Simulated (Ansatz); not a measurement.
# InAs (F-43m) in Ansatz: further runs

One crystal, InAs, is run at these levels: LDA; tasks: single point, equation of state.

Program: Ansatz 0.2.0. These are calculated values, not measurements. Logs are shortened: lines on timing, memory, paths and dates and some standing lists are left out, and cuts for length are marked.

### 1 The crystal as given

It takes space group F-43m (No. 216, cubic). The conventional cell has a = 6.036 Å, b = 6.036 Å, c = 6.036 Å, α = 90.00°, β = 90.00°, γ = 90.00°. In (site symmetry -43m) is surrounded by 4 As at 2.61 Å. As (site symmetry -43m) has 4 In at 2.61 Å as nearest neighbours.

### 2 Single point, LDA, 25.84 Å³/atom (volume scaled by 0.94)

File input.yaml:

```yaml
crystal:
  lattice:
    - [0.0, 2.9563908761, 2.9563908761]
    - [2.9563908761, 0.0, 2.9563908761]
    - [2.9563908761, 2.9563908761, 0.0]
  atoms:
    - { symbol: In, position: [0.0, 0.0, 0.0] }
    - { symbol: As, position: [0.75, 0.75, 0.75] }
kpoints:
  mp_grid: { grid: [8, 8, 8] }
scf:
  occupations: { method: fermi_dirac, width: 0.05 }
hamiltonian:
  xc: lda
  pseudopotentials: { kind: all_electron, lapw: { basis_error: 0.001 } }
output:
  forces: true
  stress: true
  eigenvalues: true
```

Potentials or basis: all-electron LAPW, scalar-relativistic.

On the command line:

```bash
$ ansatz run input.yaml --threads 1 --pin off --max-ram 3072MiB --backend cpu --events-out ev --progress --plain --runs-dir out
```

Log:

```text
Warning: RAYON_NUM_THREADS=1 ignored (pool sized by the plan → 1); use --threads N
LAPW: plane waves up to 8.848 Å⁻¹, error target 1.0e-3 eV per atom; small_component_spin mean_spin; As in spheres of 1.242 Å, 23 of its electrons in bands, Dirac shells []; In in spheres of 1.318 Å, 21 of its electrons in bands, Dirac shells [] (how accurate: hamiltonian.pseudopotentials.lapw.basis_error, Limitations)
Engine: ansatz 0.2.0, x86_64-unknown-linux-gnu
Pseudopotentials: kind: all_electron
Pseudopotential: In, LAPW, valence charge 21, lapw/all_electron/scalar/gaussian/In, Koelling and Harmon's equation, gaussian nucleus
Pseudopotential: As, LAPW, valence charge 23, lapw/all_electron/scalar/gaussian/As, Koelling and Harmon's equation, gaussian nucleus
Functional definition: SPW92
  exchange = slater_x
  correlation = pw_c
Crystal: 2 atoms, lattice volume = 51.679 Å³
Basis set: ecut = 298.25186736954777 eV, 609 PW (Γ), exchange–correlation at level 2
Bands: 27, of which v1, the nominal top of the filled ones, is band 22 counted from 1 (21 counted from 0)
Symmetry: 24 space group operations
Space group: F-43m (ITA 216), of the structure as read, at distance tolerance 3.7e-5 Å
k-points: 29 of 512 (time reversal used)
Non-local potential: In, projectors of the file, none
Non-local potential: As, projectors of the file, none
Initial density: superposition of atomic densities (chi_scale 0.1, normalization cell, long waves kept (reshape's long-wave potential 0.00 eV rms))
Initial wavefunctions: plane waves of lowest kinetic energy (no species holds an atomic orbital)
Functional: x = slater, c = lda
iter 1 solved again at ethr=1.92e-3 eV; its pass at ethr=1.00e-1 eV (dr2=8.44e-1 eV) is discarded
SCF iter   1: F=—  HF=-221347.731365 eV  |F-HF|=—  |Δ(HF+E_count)|=         —  Δρ=3.05e-2  dr2=8.45e-1  ethr=1.92e-3  ⟨swp⟩=2.0  Hψ=5005  notcnv=0
preconditioner: auto → none  [insulator: Δε(μ)=0.290 eV  Ē_g=15.367 eV  σ=0.050 eV  W_gap=0.88  n_scr=14 (ndim 8)  ℏωp=21.9 eV  f_vac=0.115  D(μ)=0.01/eV (n_scr^D=0)  ε∞_Penn≈3.0]
iter 2 solved again at ethr=9.03e-5 eV; its pass at ethr=1.92e-3 eV (dr2=3.98e-2 eV) is discarded
SCF iter   2: F=—  HF=-221347.434667 eV  |F-HF|=—  |Δ(HF+E_count)|=   2.97e-1  Δρ=9.28e-3  dr2=3.97e-2  ethr=9.03e-5  ⟨swp⟩=2.0  Hψ=3975  notcnv=0
SCF iter   3: F=—  HF=-221347.409719 eV  |F-HF|=—  |Δ(HF+E_count)|=         —  Δρ=4.44e-3  dr2=1.01e-2  ethr=9.03e-5  ⟨swp⟩=2.0  Hψ=2301  notcnv=0
the basis was enlarged: its passes take 91.1 KiB over the memory plan, 1 of 1 planned eigensolver slots
SCF iter   4: F=—  HF=-221347.406490 eV  |F-HF|=—  |Δ(HF+E_count)|=   3.23e-3  Δρ=1.57e-3  dr2=1.32e-3  ethr=2.30e-5  ⟨swp⟩=2.0  Hψ=2157  notcnv=0
SCF iter   5: F=—  HF=-221347.405989 eV  |F-HF|=—  |Δ(HF+E_count)|=   5.01e-4  Δρ=2.71e-4  dr2=3.98e-5  ethr=3.01e-6  ⟨swp⟩=2.0  Hψ=2157  notcnv=0
SCF iter   6: F=—  HF=-221347.405982 eV  |F-HF|=—  |Δ(HF+E_count)|=   6.98e-6  Δρ=4.10e-5  dr2=5.10e-7  ethr=9.04e-8  ⟨swp⟩=2.0  Hψ=2157  notcnv=0
SCF iter   7: F=-221347.405982 eV  HF=-221347.405982 eV  |F-HF|=4.77e-9  |Δ(HF+E_count)|=   2.73e-7  Δρ=5.61e-6  dr2=1.33e-8  ethr=1.16e-9  ⟨swp⟩=2.3  Hψ=2167  notcnv=0
SCF 1 converged in 7 iterations: F = -221347.405982 eV  dr2 = 1.33e-8
SCF converged after 7 iterations
Free energy (F): -221347.405982 eV
Harris-Foulkes:  -221347.405982 eV  (|F-HF|=4.77e-9)
Internal energy: -221347.405466 eV  (E = F + TS)
E sigma→0 (E₀):  -221347.405724 eV
Entropy (-TS):   -0.000516 eV (-0.258 meV/atom)
Fermi energy:    10.463163 eV
--- Per-component energies (eV) ---
  E_band       = -1883.300617
  E_kinetic    = 230588.160402
  E_xc         = -6410.401539
  E_electrostatic = -445525.164329  (all electrons and nuclei)
  E_smearing   = -0.000516  (= −TS)
  E_closure    = 0.000000  (closes the sum)
  E_atoms      = -221338.428622  (free atoms, spherical and without spin; not in F)
  Σ components = -221347.405982   (vs F -221347.405982, Δ=0.00e0)
  Basis errors (estimates in eV, not in F): energy 4.2e-4 per atom: plane waves 3.8e-4 (2.2e-4 summed), levels above the bands 6.6e-76, relativity 5.0e-9, radial functions 3.2e-5, core shells 7.6e-7; eigenvalues (radial functions only) 1.1e-6; not estimated: angular momenta, meshes, grids; target (lapw.basis_error) 1.0e-3; muffin-tin radii As 1.242 Å, In 1.318 Å
--- Forces (eV/Å), atoms counted from 1 ---
  atom   1  In     0.00000000    -0.00000000     0.00000000
  atom   2  As    -0.00000000     0.00000000    -0.00000000
  max |Σ_I F_I| component: 3.24e-17 eV/Å
--- Stress (GPa, compression-positive) ---
        3.946316      -0.000000       0.000000
       -0.000000       3.946316       0.000000
        0.000000       0.000000       3.946316
  P = ⅓ Tr σ = 3.9463 GPa (39.463 kbar)
--- Band table (eV; the first three rows and the last of 29) ---
  k-point 0: bands = ["-173.3158", "-117.2321", "-117.2321", "-117.2321", "-104.5364", "-63.1380", "-63.1380", "-63.1380", "-24.8023", "-24.8023", "-24.8023", "-24.7919", "-24.7919", "-4.0804", "-4.0804", "-4.0804", "-3.9205", "-3.9205", "-1.9817", "10.3172", "10.4167", "10.4167", "10.4167", "14.2761", "14.2761", "14.2761", "17.9381"]
  k-point 1: bands = ["-173.3158", "-117.2321", "-117.2321", "-117.2321", "-104.5364", "-63.1380", "-63.1380", "-63.1380", "-24.8023", "-24.8022", "-24.8022", "-24.7918", "-24.7918", "-4.1101", "-4.0728", "-4.0728", "-3.9208", "-3.9208", "-1.7967", "8.4681", "10.1980", "10.1980", "11.5813", "14.4664", "14.5838", "14.5838", "18.8107"]
  k-point 2: bands = ["-173.3158", "-117.2321", "-117.2321", "-117.2321", "-104.5364", "-63.1381", "-63.1380", "-63.1380", "-24.8024", "-24.8021", "-24.8021", "-24.7917", "-24.7917", "-4.1741", "-4.0566", "-4.0566", "-3.9194", "-3.9194", "-1.2918", "6.5061", "9.7744", "9.7744", "11.6651", "15.0437", "15.0437", "15.6580", "18.7081"]
  k-point 28: bands = ["-173.3158", "-117.2321", "-117.2321", "-117.2321", "-104.5364", "-63.1381", "-63.1381", "-63.1380", "-24.8023", "-24.8023", "-24.8016", "-24.7918", "-24.7914", "-4.2940", "-4.0155", "-3.9861", "-3.9413", "-3.9113", "0.4075", "4.3468", "7.1438", "7.2033", "14.6520", "14.8209", "15.4688", "16.4285", "20.5912"]
```

Run time: 35 s. Hardware: 1 thread of Intel Xeon at 2.50GHz (Skylake/Cascade Lake), shared host; peak memory 0.33 GiB.

Results:

```yaml
Free_energy: -221347.4060 eV
Pressure: 3.9 GPa
Band_gap_on_the_k_mesh: none (metal or under the smearing width)
```

### 3 Single point, LDA, 26.39 Å³/atom (volume scaled by 0.96)

Changes to input.yaml since step 2:

```diff
@@ -2,5 +2,5 @@
   lattice:
-    - [0.0, 2.9563908761, 2.9563908761]
-    - [2.9563908761, 0.0, 2.9563908761]
-    - [2.9563908761, 2.9563908761, 0.0]
+    - [0.0, 2.9772112161, 2.9772112161]
+    - [2.9772112161, 0.0, 2.9772112161]
+    - [2.9772112161, 2.9772112161, 0.0]
   atoms:
```

Potentials or basis: all-electron LAPW, scalar-relativistic.

On the command line:

```bash
$ ansatz run input.yaml --threads 1 --pin off --max-ram 3072MiB --backend cpu --events-out ev --progress --plain --runs-dir out
```

Run time: 32 s. Hardware: 1 thread of Intel Xeon at 2.50GHz (Skylake/Cascade Lake), shared host; peak memory 0.33 GiB.

It converged, with:

```yaml
Free_energy: -221347.4276 eV
Pressure: 2.4 GPa
Band_gap_on_the_k_mesh: none (metal or under the smearing width)
```

### 4 Single point, LDA, 26.94 Å³/atom (volume scaled by 0.98)

Changes to input.yaml since step 3:

```diff
@@ -2,5 +2,5 @@
   lattice:
-    - [0.0, 2.9772112161, 2.9772112161]
-    - [2.9772112161, 0.0, 2.9772112161]
-    - [2.9772112161, 2.9772112161, 0.0]
+    - [0.0, 2.9977443561, 2.9977443561]
+    - [2.9977443561, 0.0, 2.9977443561]
+    - [2.9977443561, 2.9977443561, 0.0]
   atoms:
```

On the command line:

```bash
$ ansatz run input.yaml --threads 1 --pin off --max-ram 3072MiB --backend cpu --events-out ev --progress --plain --runs-dir out
```

Run time: 32 s. Hardware: 1 thread of Intel Xeon at 2.50GHz (Skylake/Cascade Lake), shared host; peak memory 0.33 GiB.

Results (log left out):

* Free energy: -221347.4390 eV
* Pressure: 1.0 GPa
* Band gap on the k mesh: none (metal or under the smearing width)

### 5 Single point, LDA, 27.49 Å³/atom

Changes to input.yaml since step 4:

```diff
@@ -2,5 +2,5 @@
   lattice:
-    - [0.0, 2.9977443561, 2.9977443561]
-    - [2.9977443561, 0.0, 2.9977443561]
-    - [2.9977443561, 2.9977443561, 0.0]
+    - [0.0, 3.018, 3.018]
+    - [3.018, 0.0, 3.018]
+    - [3.018, 3.018, 0.0]
   atoms:
```

On the command line:

```bash
$ ansatz run input.yaml --threads 1 --pin off --max-ram 3072MiB --backend cpu --events-out ev --progress --plain --runs-dir out
```

Run time: 33 s. Hardware: 1 thread of Intel Xeon at 2.50GHz (Skylake/Cascade Lake), shared host; peak memory 0.32 GiB.

The run converged. Its results:

```yaml
Free_energy: -221347.4413 eV
Pressure: -0.3 GPa
Band_gap_on_the_k_mesh: none (metal or under the smearing width)
```

### 6 Single point, LDA, 28.04 Å³/atom (volume scaled by 1.02)

Changes to input.yaml since step 5:

```diff
@@ -2,5 +2,5 @@
   lattice:
-    - [0.0, 3.018, 3.018]
-    - [3.018, 0.0, 3.018]
-    - [3.018, 3.018, 0.0]
+    - [0.0, 3.0379873375, 3.0379873375]
+    - [3.0379873375, 0.0, 3.0379873375]
+    - [3.0379873375, 3.0379873375, 0.0]
   atoms:
```

Potentials or basis: all-electron LAPW, scalar-relativistic.

On the command line:

```bash
$ ansatz run input.yaml --threads 1 --pin off --max-ram 3072MiB --backend cpu --events-out ev --progress --plain --runs-dir out
```

It took 33 s on 1 thread of Intel Xeon at 2.50GHz (Skylake/Cascade Lake), shared host; peak memory 0.32 GiB.

The run converged. Its results:

| Property | Result |
| --- | --- |
| Free energy | -221347.4356 eV |
| Pressure | -1.4 GPa |
| Band gap on the k mesh | none (metal or under the smearing width) |

### 7 Single point, LDA, 28.59 Å³/atom (volume scaled by 1.04)

Changes to input.yaml since step 6:

```diff
@@ -2,5 +2,5 @@
   lattice:
-    - [0.0, 3.0379873375, 3.0379873375]
-    - [3.0379873375, 0.0, 3.0379873375]
-    - [3.0379873375, 3.0379873375, 0.0]
+    - [0.0, 3.0577150807, 3.0577150807]
+    - [3.0577150807, 0.0, 3.0577150807]
+    - [3.0577150807, 3.0577150807, 0.0]
   atoms:
```

On the command line:

```bash
$ ansatz run input.yaml --threads 1 --pin off --max-ram 3072MiB --backend cpu --events-out ev --progress --plain --runs-dir out
```

Run time: 29 s. Hardware: 1 thread of Intel Xeon at 2.50GHz (Skylake/Cascade Lake), shared host; peak memory 0.32 GiB.

It converged, with:

```
Free energy            : -221347.4226 eV
Pressure               : -2.4 GPa
Band gap on the k mesh : none (metal or under the smearing width)
```

### 8 Single point, LDA, 29.14 Å³/atom (volume scaled by 1.06)

Changes to input.yaml since step 7:

```diff
@@ -2,5 +2,5 @@
   lattice:
-    - [0.0, 3.0577150807, 3.0577150807]
-    - [3.0577150807, 0.0, 3.0577150807]
-    - [3.0577150807, 3.0577150807, 0.0]
+    - [0.0, 3.0771914981, 3.0771914981]
+    - [3.0771914981, 0.0, 3.0771914981]
+    - [3.0771914981, 3.0771914981, 0.0]
   atoms:
```

On the command line:

```bash
$ ansatz run input.yaml --threads 1 --pin off --max-ram 3072MiB --backend cpu --events-out ev --progress --plain --runs-dir out
```

It took 36 s on 1 thread of Intel Xeon at 2.50GHz (Skylake/Cascade Lake), shared host; peak memory 0.32 GiB.

Results (log left out):

```yaml
Free_energy: -221347.4032 eV
Pressure: -3.3 GPa
Band_gap_on_the_k_mesh: none (metal or under the smearing width)
```

### 9 Equation of state, LDA

Potentials or basis: all-electron LAPW, scalar-relativistic.

No new run: the results of the series are fitted here.

Results:

| Item | Value |
| --- | --- |
| Equilibrium volume | 27.36 Å³/atom |
| Bulk modulus | 60 GPa |
| Pressure derivative of the bulk modulus | 4.7 |

Energy against volume, from the lowest point:
```
volume (Å³/atom)  energy (meV/atom)
          25.840              17.68
          26.389               6.88
          26.939               1.18
          27.489               0.00
          28.039               2.88
          28.588               9.37
          29.138              19.05
```
